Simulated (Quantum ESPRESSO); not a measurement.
# GaAs (F-43m) in Quantum ESPRESSO: settings compared

Aim: see how the results for GaAs move with the level of theory and the settings. Levels: PBE, PBEsol. Tasks: single point.

Program: Quantum ESPRESSO 7.5. These are calculated values, not measurements. Logs are shortened: lines on timing, memory, paths and dates and some standing lists are left out, and cuts for length are marked.

## 1. The structure

Symmetry: F-43m, No. 216, cubic system. Conventional cell: a = 5.654 Å, b = 5.654 Å, c = 5.654 Å, α = 90.00°, β = 90.00°, γ = 90.00°. As (site symmetry -43m) is surrounded by 4 Ga at 2.45 Å. Ga (site symmetry -43m) has 4 As at 2.45 Å as nearest neighbours.

## 2. Single point, PBE

scf.in reads:

```
&CONTROL
  calculation = 'scf'
  prefix = 'pwscf'
  outdir = './tmp'
  pseudo_dir = './pseudo'
/
&SYSTEM
  ibrav = 0
  nat = 2
  ntyp = 2
  ecutwfc = 114
  nbnd = 31
  occupations = 'smearing'
  smearing = 'fd'
  degauss = 0.00367493
  force_symmorphic = .true.
/
&ELECTRONS
  conv_thr = 4d-10
  electron_maxstep = 120
  mixing_beta = 0.5
/
ATOMIC_SPECIES
As    74.9216 As.upf
Ga    69.7230 Ga.upf
CELL_PARAMETERS angstrom
   0.0000000000    2.8268500000    2.8268500000
   2.8268500000    0.0000000000    2.8268500000
   2.8268500000    2.8268500000    0.0000000000
ATOMIC_POSITIONS crystal
As     0.7500000000    0.7500000000    0.7500000000
Ga     0.0000000000    0.0000000000    0.0000000000
K_POINTS automatic
8 8 8 0 0 0
```

nscf.in reads:

```
&CONTROL
  calculation = 'nscf'
  prefix = 'pwscf'
  outdir = './tmp'
  pseudo_dir = './pseudo'
/
&SYSTEM
  ibrav = 0
  nat = 2
  ntyp = 2
  ecutwfc = 114
  nbnd = 172
  occupations = 'fixed'
  force_symmorphic = .true.
/
&ELECTRONS
  conv_thr = 1d-08
  diago_full_acc = .true.
  diago_thr_init = 1d-06
/
ATOMIC_SPECIES
As    74.9216 As.upf
Ga    69.7230 Ga.upf
CELL_PARAMETERS angstrom
   0.0000000000    2.8268500000    2.8268500000
   2.8268500000    0.0000000000    2.8268500000
   2.8268500000    2.8268500000    0.0000000000
ATOMIC_POSITIONS crystal
As     0.7500000000    0.7500000000    0.7500000000
Ga     0.0000000000    0.0000000000    0.0000000000
K_POINTS automatic
4 4 4 0 0 0
```

Potentials or basis: PseudoDojo 0.4 SR PBE stringent.

Run with:

```console
$ OMP_NUM_THREADS=1 pw.x -in scf.in > scf.out
$ OMP_NUM_THREADS=1 pw.x -in nscf.in > nscf.out
```

scf.out:

```text
This program is part of the open-source Quantum ESPRESSO suite
     for quantum simulation of materials; please cite
[... 9 lines left out ...]
     --------------------
     sticks:   dense  smooth     PW     G-vecs:    dense   smooth      PW
     Sum        1789    1789    511                50237    50237    7727

     Using Slab Decomposition

     bravais-lattice index     =            0
     lattice parameter (alat)  =       7.5547  a.u.
     unit-cell volume          =     304.8842 (a.u.)^3
     number of atoms/cell      =            2
     number of atomic types    =            2
     number of electrons       =        44.00
     number of Kohn-Sham states=           31
     kinetic-energy cutoff     =     114.0000  Ry
     charge density cutoff     =     456.0000  Ry
     scf convergence threshold =      4.0E-10
     mixing beta               =       0.5000
     number of iterations used =            8  plain     mixing
     Exchange-correlation= PBE
                           (   1   4   3   4   0   0   0)

     celldm(1)=   7.554690  celldm(2)=   0.000000  celldm(3)=   0.000000
     celldm(4)=   0.000000  celldm(5)=   0.000000  celldm(6)=   0.000000

     crystal axes: (cart. coord. in units of alat)
               a(1) = (   0.000000   0.707107   0.707107 )
               a(2) = (   0.707107   0.000000   0.707107 )
               a(3) = (   0.707107   0.707107   0.000000 )

     reciprocal axes: (cart. coord. in units 2 pi/alat)
               b(1) = ( -0.707107  0.707107  0.707107 )
               b(2) = (  0.707107 -0.707107  0.707107 )
               b(3) = (  0.707107  0.707107 -0.707107 )

     PseudoPot. # 1 for As read from file:
     As.upf
     Pseudo is Norm-conserving + core correction, Zval = 23.0
     Generated using ONCVPSP code by D. R. Hamann
     Using radial grid of 1358 points,  6 beta functions with:
                l(1) =   0
                l(2) =   0
                l(3) =   1
                l(4) =   1
                l(5) =   2
                l(6) =   2

     PseudoPot. # 2 for Ga read from file:
     Ga.upf
     Pseudo is Norm-conserving + core correction, Zval = 21.0
     Generated using ONCVPSP code by D. R. Hamann
     Using radial grid of 1902 points,  6 beta functions with:
                l(1) =   0
                l(2) =   0
                l(3) =   1
                l(4) =   1
                l(5) =   2
                l(6) =   2

     atomic species   valence    mass     pseudopotential
     As               23.00    74.92160     As( 1.00)
     Ga               21.00    69.72300     Ga( 1.00)

     24 Sym. Ops. (no inversion) found

   Cartesian axes

     site n.     atom                  positions (alat units)
         1        As     tau(   1) = (   1.0606602   1.0606602   1.0606602  )
         2        Ga     tau(   2) = (   0.0000000   0.0000000   0.0000000  )

     number of k points=    29  Fermi-Dirac smearing, width (Ry)=  0.0037
                       cart. coord. in units 2pi/alat
        k(    1) = (   0.0000000   0.0000000   0.0000000), wk =   0.0039062
        k(    2) = (   0.0883883   0.0883883  -0.0883883), wk =   0.0312500
        k(    3) = (   0.1767767   0.1767767  -0.1767767), wk =   0.0312500
        k(    4) = (   0.2651650   0.2651650  -0.2651650), wk =   0.0312500
        k(    5) = (  -0.3535534  -0.3535534   0.3535534), wk =   0.0156250
        k(    6) = (   0.1767767   0.0000000   0.0000000), wk =   0.0234375
[... 21 lines left out ...]
        k(   28) = (  -0.7071068   0.1767767  -0.0000000), wk =   0.0468750
        k(   29) = (  -0.7071068   0.3535534   0.0000000), wk =   0.0234375

     Dense  grid:    50237 G-vectors     FFT dimensions: (  54,  54,  54)

     Check: negative core charge=   -0.000002

     Initial potential from superposition of free atoms

     starting charge      43.9971, renormalised to      44.0000
     Starting wfcs are   26 randomized atomic wfcs +    5 random wfcs

     Self-consistent Calculation

     iteration #  1     ecut=   114.00 Ry     beta= 0.50
     Davidson diagonalization with overlap
     ethr =  1.00E-02,  avg # of iterations =  5.6

     Threshold (ethr) on eigenvalues was too large:
     Diagonalizing with lowered threshold

     Davidson diagonalization with overlap
     ethr =  1.12E-04,  avg # of iterations =  2.5

     total energy              =   -1107.21028365 Ry
     estimated scf accuracy    <       0.04933264 Ry

     iteration #  2     ecut=   114.00 Ry     beta= 0.50
     Davidson diagonalization with overlap
     ethr =  1.12E-04,  avg # of iterations =  2.0
[... 43 lines left out ...]
     total energy              =   -1107.21694650 Ry
     estimated scf accuracy    <          2.1E-09 Ry

     iteration #  9     ecut=   114.00 Ry     beta= 0.50
     Davidson diagonalization with overlap
     ethr =  4.70E-12,  avg # of iterations =  2.0

     End of self-consistent calculation

          k = 0.0000 0.0000 0.0000 (  6231 PWs)   bands (ev):

  -174.9472-133.8309-118.3286-118.3286-118.3286 -84.5613 -84.5613 -84.5613
   -25.3392 -25.3392 -25.3392 -25.3301 -25.3301  -4.9629  -4.9629  -4.9629
    -4.8856  -4.8856  -2.9057   9.8199   9.8199   9.8199  10.3403  13.5621
    13.5621  13.5621  17.4223  19.9863  19.9864  21.3920  21.3920

          k = 0.0884 0.0884-0.0884 (  6255 PWs)   bands (ev):

  -174.9472-133.8309-118.3286-118.3286-118.3286 -84.5613 -84.5613 -84.5613
   -25.3392 -25.3391 -25.3391 -25.3300 -25.3300  -4.9766  -4.9593  -4.9593
    -4.8858  -4.8858  -2.7230   7.8596   9.5844   9.5844  11.4154  13.9097
    13.9097  14.0219  18.3592  19.1199  19.1199  20.7275  22.9704
[... 15 lines left out ...]
          k =-0.3536-0.3536 0.3536 (  6266 PWs)   bands (ev):

  -174.9472-133.8309-118.3286-118.3286-118.3286 -84.5613 -84.5613 -84.5613
   -25.3390 -25.3384 -25.3384 -25.3298 -25.3298  -5.0438  -4.9435  -4.9435
    -4.8816  -4.8816  -1.1429   3.1893   8.6801   8.6801  10.8261  14.4680
    14.4680  17.5846  20.2288  21.7411  21.7411  22.3524  22.9955

          k = 0.1768 0.0000 0.0000 (  6254 PWs)   bands (ev):

  -174.9472-133.8309-118.3286-118.3286-118.3286 -84.5613 -84.5613 -84.5613
   -25.3393 -25.3389 -25.3389 -25.3301 -25.3299  -4.9844  -4.9559  -4.9559
    -4.8886  -4.8838  -2.6623   7.8311   9.1640   9.1640  12.1769  12.9270
    14.5216  14.5216  17.8699  18.7276  20.2412  21.9287  21.9287

          k = 0.2652 0.0884-0.0884 (  6258 PWs)   bands (ev):

  -174.9472-133.8309-118.3286-118.3286-118.3286 -84.5613 -84.5613 -84.5613
   -25.3393 -25.3387 -25.3386 -25.3302 -25.3298  -5.0082  -4.9493  -4.9478
    -4.8909  -4.8822  -2.2600   6.1927   8.6547   8.6756  12.3562  13.2616
    15.2624  15.3641  17.7010  19.9326  20.0565  21.7471  23.7692
[... 22 lines left out ...]
          k =-0.0884-0.2652 0.2652 (  6262 PWs)   bands (ev):

  -174.9472-133.8309-118.3286-118.3286-118.3286 -84.5613 -84.5613 -84.5613
   -25.3390 -25.3386 -25.3385 -25.3300 -25.3298  -5.0228  -4.9470  -4.9449
    -4.8878  -4.8833  -1.8500   4.9870   7.7196   9.1002  12.1361  14.5736
    14.5771  15.9542  18.1578  19.5834  20.9337  22.6653  25.1153

          k = 0.0000-0.1768 0.1768 (  6249 PWs)   bands (ev):

  -174.9472-133.8309-118.3286-118.3286-118.3286 -84.5613 -84.5613 -84.5613
   -25.3392 -25.3389 -25.3388 -25.3301 -25.3299  -4.9960  -4.9553  -4.9517
    -4.8878  -4.8843  -2.4305   6.6854   8.4606   9.5409  12.1173  13.9050
    14.0375  15.2251  18.1101  19.0696  19.5894  21.8599  22.6433

          k = 0.3536 0.0000 0.0000 (  6254 PWs)   bands (ev):

  -174.9472-133.8309-118.3286-118.3286-118.3286 -84.5613 -84.5613 -84.5613
   -25.3396 -25.3383 -25.3383 -25.3303 -25.3296  -5.0273  -4.9386  -4.9386
    -4.8973  -4.8794  -1.9782   5.7348   8.1327   8.1327  11.8094  13.0947
    16.4384  16.4384  17.2746  21.0020  21.2556  23.5474  23.5474

          k = 0.4419 0.0884-0.0884 (  6262 PWs)   bands (ev):

  -174.9472-133.8309-118.3286-118.3286-118.3286 -84.5613 -84.5613 -84.5613
   -25.3396 -25.3380 -25.3380 -25.3303 -25.3294  -5.0462  -4.9324  -4.9304
    -4.8999  -4.8777  -1.4330   4.5598   7.4089   7.8022  11.9433  13.1523
    16.2613  17.0304  19.3261  21.7085  22.0101  23.7805  25.1987
[... 8 lines left out ...]
          k =-0.0884-0.4419 0.4419 (  6287 PWs)   bands (ev):

  -174.9472-133.8309-118.3286-118.3286-118.3286 -84.5613 -84.5613 -84.5613
   -25.3389 -25.3383 -25.3380 -25.3300 -25.3297  -5.0532  -4.9357  -4.9297
    -4.8903  -4.8834  -0.7624   3.4288   6.1764   8.0800  12.2359  15.2792
    16.2745  17.1834  18.3933  19.5893  22.4565  24.5584  26.4416

          k = 0.0000-0.3536 0.3536 (  6269 PWs)   bands (ev):

  -174.9472-133.8309-118.3286-118.3286-118.3286 -84.5613 -84.5613 -84.5613
   -25.3388 -25.3385 -25.3383 -25.3299 -25.3298  -5.0408  -4.9395  -4.9375
    -4.8876  -4.8853  -1.2674   4.1831   6.4623   8.6018  12.5575  15.4468
    15.4896  15.6692  18.2364  20.1852  22.5428  23.1680  24.1736

          k = 0.5303-0.0000 0.0000 (  6278 PWs)   bands (ev):

  -174.9472-133.8309-118.3286-118.3286-118.3286 -84.5613 -84.5613 -84.5613
   -25.3399 -25.3377 -25.3377 -25.3305 -25.3292  -5.0625  -4.9208  -4.9208
    -4.9072  -4.8751  -1.0186   3.9154   7.4025   7.4025  11.2904  12.1236
    18.5682  18.5682  19.2123  22.2326  23.4303  25.0265  25.0265

          k =-0.0884-0.6187 0.6187 (  6273 PWs)   bands (ev):

  -174.9472-133.8309-118.3286-118.3286-118.3286 -84.5613 -84.5613 -84.5613
   -25.3399 -25.3376 -25.3375 -25.3305 -25.3292  -5.0693  -4.9204  -4.9170
    -4.9061  -4.8752  -0.5635   3.2805   6.7116   7.3165  11.5343  12.4957
    18.3182  18.8113  20.5676  22.3629  22.7619  24.0518  25.1032

          k = 0.0000-0.5303 0.5303 (  6275 PWs)   bands (ev):

  -174.9472-133.8309-118.3286-118.3286-118.3286 -84.5613 -84.5613 -84.5613
   -25.3394 -25.3379 -25.3377 -25.3303 -25.3294  -5.0643  -4.9274  -4.9202
    -4.8993  -4.8793  -0.4425   3.1978   5.9670   7.5653  11.7900  14.4638
    17.7827  17.8930  18.4928  20.4002  24.1074  25.4344  26.2135

          k =-0.7071 0.0000 0.0000 (  6314 PWs)   bands (ev):

  -174.9472-133.8309-118.3286-118.3286-118.3286 -84.5613 -84.5613 -84.5613
   -25.3401 -25.3374 -25.3374 -25.3306 -25.3291  -5.0756  -4.9132  -4.9132
    -4.9115  -4.8733  -0.4058   3.0105   7.1460   7.1460  11.2929  11.4855
    20.0001  20.0001  20.8050  23.1478  23.2547  23.2547  23.3620

          k = 0.3536 0.1768 0.0000 (  6265 PWs)   bands (ev):

  -174.9472-133.8309-118.3286-118.3286-118.3286 -84.5613 -84.5613 -84.5613
   -25.3393 -25.3384 -25.3383 -25.3302 -25.3296  -5.0293  -4.9422  -4.9395
    -4.8936  -4.8806  -1.7842   5.1435   7.4278   8.5229  12.8704  13.3495
    15.1895  16.1580  18.3062  20.7664  21.2714  22.8632  24.4552

          k =-0.2652-0.4419 0.6187 (  6268 PWs)   bands (ev):

  -174.9472-133.8309-118.3286-118.3286-118.3286 -84.5613 -84.5613 -84.5613
   -25.3391 -25.3384 -25.3380 -25.3301 -25.3296  -5.0460  -4.9385  -4.9329
    -4.8923  -4.8809  -1.1537   3.9361   6.7736   8.0875  12.9098  14.0243
    15.3606  16.7456  19.3623  20.6766  22.1154  23.2115  25.0191
[... 15 lines left out ...]
          k =-0.0884-0.4419 0.6187 (  6265 PWs)   bands (ev):

  -174.9472-133.8309-118.3286-118.3286-118.3286 -84.5613 -84.5613 -84.5613
   -25.3392 -25.3382 -25.3376 -25.3302 -25.3294  -5.0615  -4.9308  -4.9211
    -4.8970  -4.8804  -0.5100   3.2961   6.1635   7.1709  12.8255  14.5338
    15.7268  17.6708  19.2805  22.0455  22.7606  24.0900  26.0201

          k = 0.0000-0.3536 0.5303 (  6265 PWs)   bands (ev):

  -174.9472-133.8309-118.3286-118.3286-118.3286 -84.5613 -84.5613 -84.5613
   -25.3389 -25.3385 -25.3377 -25.3301 -25.3296  -5.0563  -4.9348  -4.9245
    -4.8931  -4.8829  -0.6499   3.4649   6.0206   7.5123  13.1651  15.0658
    15.2612  17.5473  18.5535  20.2797  23.9285  24.3212  25.3127

          k =-0.7071 0.1768-0.0000 (  6276 PWs)   bands (ev):

  -174.9472-133.8309-118.3286-118.3286-118.3286 -84.5613 -84.5613 -84.5613
   -25.3397 -25.3378 -25.3374 -25.3304 -25.3292  -5.0696  -4.9219  -4.9174
    -4.9033  -4.8766  -0.3774   3.0980   6.6825   6.7787  12.3872  12.5864
    17.9739  18.1798  20.8396  22.1545  23.1774  23.4183  26.4493

          k =-0.7071 0.3536 0.0000 (  6268 PWs)   bands (ev):

  -174.9472-133.8309-118.3286-118.3286-118.3286 -84.5613 -84.5613 -84.5613
   -25.3389 -25.3385 -25.3374 -25.3302 -25.3295  -5.0629  -4.9312  -4.9189
    -4.8959  -4.8820  -0.3484   3.1971   6.2901   6.4833  14.4470  14.5467
    15.2401  15.8731  20.8997  22.1055  23.1340  23.5905  26.6538

     the Fermi energy is    10.1093 ev

!    total energy              =   -1107.21694650 Ry
     estimated scf accuracy    <          3.9E-10 Ry
     smearing contrib. (-TS)   =      -0.00000178 Ry
     internal energy E=F+TS    =   -1107.21694473 Ry

     The total energy is F=E-TS. E is the sum of the following terms:
     one-electron contribution =    -990.28786336 Ry
     hartree contribution      =     478.88917462 Ry
     xc contribution           =    -107.04874632 Ry
     ewald contribution        =    -488.76950967 Ry

     convergence has been achieved in   9 iterations

=------------------------------------------------------------------------------=
   JOB DONE.
=------------------------------------------------------------------------------=
```

Wall time 2.9 min (1 thread of Arm Neoverse V2, shared host); peak memory 0.16 GiB.

What came out:

```yaml
Band_gap_on_the_k_mesh_mean-field_level: 0.52 eV, direct
```

Caveat: the k mesh is coarse (spacing up to 0.48 Å⁻¹), so the values aren't converged. A k mesh can miss the band edges.

## 3. Single point, PBE

scf.in: that of step 2 with these lines changed.

```diff
@@ -10,4 +10,4 @@
   ntyp = 2
-  ecutwfc = 114
-  nbnd = 31
+  ecutwfc = 84
+  nbnd = 21
   occupations = 'smearing'
```

nscf.in: that of step 2 with these lines changed.

```diff
@@ -10,4 +10,4 @@
   ntyp = 2
-  ecutwfc = 114
-  nbnd = 172
+  ecutwfc = 84
+  nbnd = 164
   occupations = 'fixed'
```

Potentials or basis: Ansatz NC SR PBE.

Run with:

```console
$ OMP_NUM_THREADS=1 pw.x -in scf.in > scf.out
$ OMP_NUM_THREADS=1 pw.x -in nscf.in > nscf.out
```

Wall time 80 s (1 thread of Arm Neoverse V2, shared host); peak memory 0.09 GiB.

Results (log left out):

```
Band gap on the k mesh, mean-field level : 0.51 eV, direct
```

Levels at points of the mesh, in eV from the valence-band top:
```csv
k point,band 11,band 12,band 13,band 14,band 15,band 16,band 17,band 18
"(0.00, 0.00, 0.00)",-12.73,0.00,0.00,0.00,0.51,3.74,3.74,3.74
"(0.00, 0.00, -0.50)",-10.97,-6.63,-1.14,-1.14,1.00,4.65,4.65,7.76
"(0.00, -0.50, -0.50)",-10.23,-6.81,-2.67,-2.67,1.47,1.66,10.17,10.17
```

Caveat: the k mesh is coarse (spacing up to 0.48 Å⁻¹), so the values aren't converged.

## 4. Single point, PBEsol

scf.in reads:

```
&CONTROL
  calculation = 'scf'
  prefix = 'pwscf'
  outdir = './tmp'
  pseudo_dir = './pseudo'
/
&SYSTEM
  ibrav = 0
  A = 3.99776961
  nat = 2
  ntyp = 2
  ecutwfc = 114
  nbnd = 31
  occupations = 'smearing'
  smearing = 'fd'
  degauss = 0.00367493
  force_symmorphic = .true.
/
&ELECTRONS
  conv_thr = 4d-10
  electron_maxstep = 120
  mixing_beta = 0.5
/
ATOMIC_SPECIES
As    74.9216 As.upf
Ga    69.7230 Ga.upf
CELL_PARAMETERS alat
   0.0000000000    0.7071067810    0.7071067810
   0.7071067810    0.0000000000    0.7071067810
   0.7071067810    0.7071067810    0.0000000000
ATOMIC_POSITIONS alat
As     1.0606601715    1.0606601715    1.0606601715
Ga     0.0000000000    0.0000000000    0.0000000000
K_POINTS automatic
8 8 8 0 0 0
```

nscf.in reads:

```
&CONTROL
  calculation = 'nscf'
  prefix = 'pwscf'
  outdir = './tmp'
  pseudo_dir = './pseudo'
/
&SYSTEM
  ibrav = 0
  A = 3.99776961
  nat = 2
  ntyp = 2
  ecutwfc = 114
  nbnd = 222
  occupations = 'fixed'
  force_symmorphic = .true.
/
&ELECTRONS
  conv_thr = 1d-08
  diago_full_acc = .true.
  diago_thr_init = 1d-06
/
ATOMIC_SPECIES
As    74.9216 As.upf
Ga    69.7230 Ga.upf
CELL_PARAMETERS alat
   0.0000000000    0.7071067810    0.7071067810
   0.7071067810    0.0000000000    0.7071067810
   0.7071067810    0.7071067810    0.0000000000
ATOMIC_POSITIONS alat
As     1.0606601715    1.0606601715    1.0606601715
Ga     0.0000000000    0.0000000000    0.0000000000
K_POINTS automatic
4 4 4 0 0 0
```

Potentials or basis: PseudoDojo 0.4 SR PBEsol stringent.

Run with:

```console
$ OMP_NUM_THREADS=1 pw.x -in scf.in > scf.out
$ OMP_NUM_THREADS=1 pw.x -in nscf.in > nscf.out
```

Wall time 4.1 min (1 thread of Arm Neoverse V1, shared host); peak memory 0.15 GiB.

The run converged. Its results:

```yaml
Band_gap_on_the_k_mesh_mean-field_level: 0.45 eV, direct
```

Levels at points of the mesh, in eV from the valence-band top:
```tsv
k point	band 19	band 20	band 21	band 22	band 23	band 24	band 25	band 26
(0.00, 0.00, 0.00)	-12.75	0.00	0.00	0.00	0.45	3.70	3.70	3.70
(0.00, 0.00, -0.50)	-10.98	-6.67	-1.15	-1.15	0.93	4.60	4.60	7.59
(0.00, -0.50, -0.50)	-10.24	-6.84	-2.69	-2.69	1.36	1.58	10.13	10.13
```

Caveat: the k mesh is coarse (spacing up to 0.48 Å⁻¹), so the values aren't converged.

## 5. The runs side by side

| level | potentials or basis | cutoff (eV) | gap on the mesh (eV) |
| --- | --- | --- | --- |
| PBE | PseudoDojo 0.4 SR PBE stringent | 1551 | 0.52 |
| PBE | Ansatz NC SR PBE | 1143 | 0.51 |
| PBEsol | PseudoDojo 0.4 SR PBEsol stringent | 1551 | 0.45 |

Alike in all rows: task single point; no spin polarisation; cell as given; k mesh 4 × 4 × 4; smearing fixed; the mesh is coarse, so values aren't converged.

Caveats: all runs use coarse meshes.

Total energies depend on the potentials used, so only differences within one code and one set of settings carry meaning.
